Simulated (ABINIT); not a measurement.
AlRu:

```
Ru Al
1.0
     2.99160    0.00000    0.00000
     0.00000    2.99160    0.00000
     0.00000    0.00000    2.99160
Ru Al
1 1
Direct
  0.50000 0.50000 0.50000
  0.00000 0.00000 0.00000
```

```yaml
Program: ABINIT 10.8.3 (patched build)
Task: single point
Functional: PBE
Potentials_or_basis: JTH PAW PBE v2.0
Cutoff: 408 eV
k_mesh: 9 × 9 × 9
Occupations: fermi-dirac, width 0.05 eV
Spin: no spin polarisation
```

On this cell: pressure 2.6 GPa; largest force zero by symmetry; band gap on the k mesh none (metal or under the smearing width).

The same run follows on a disturbed copy (atoms moved at random, drawn with an rms of 0.05 Å):

```
CELL_PARAMETERS angstrom
2.99160 0.00000 0.00000
0.00000 2.99160 0.00000
0.00000 0.00000 2.99160
ATOMIC_POSITIONS crystal
Ru 0.49700 0.51102 0.48780
Al 0.99568 0.99117 0.01002
```

What changes?

The energy (extrapolated to zero smearing) moves by +15.7 meV/atom; pressure 3.2 GPa; largest force 0.710 eV/Å; band gap on the k mesh none (metal or under the smearing width).

Forces on the atoms (eV/Å):
```
Ru  -0.030 -0.474  0.528
Al   0.030  0.474 -0.528
```

Stress tensor (GPa, compression positive):
```
 3.49  0.04 -0.04
 0.04  3.11 -0.64
-0.04 -0.64  3.02
```
